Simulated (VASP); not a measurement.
Here is a VASP 6.6.1 calculation.

File INCAR:

```
SYSTEM = Tl
PREC = Accurate
ENCUT = 520
EDIFF = 1E-7
ISMEAR = -1
SIGMA = 0.1
LREAL = .False.
LASPH = .True.
NELM = 100
ALGO = Fast
ISIF = 2
LWAVE = .False.
LCHARG = .False.
GGA = CA
NBANDS = 26
```

File KPOINTS:

```
Automatic mesh
0
Gamma
  8 8 11
  0 0 0
```

Contents of POSCAR:

```
Tl
1.0
    5.1404346402      0.0000000000      0.0000000000
   -2.5702173201      4.4517469849      0.0000000000
    0.0000000000      0.0000000000      3.1644126381
Tl
3
Direct
    1.0000000000      0.0000000000      1.0000000000
    0.3333333333      0.6666666667      0.5000000000
    0.6666666667      0.3333333333      0.5000000000
```

Potentials or basis: VASP PAW LDA potentials, release 64 (Tl_d).

Launch:

```console
$ cat potpaw_LDA.64/Tl_d/POTCAR > POTCAR
$ mpirun -np 1 vasp_std > vasp.out
```

(1) What does it give for the pressure?

(2) Estimate the band gap on the k mesh.

Results:

(1) 8.3 GPa.

(2) none (metal or under the smearing width).
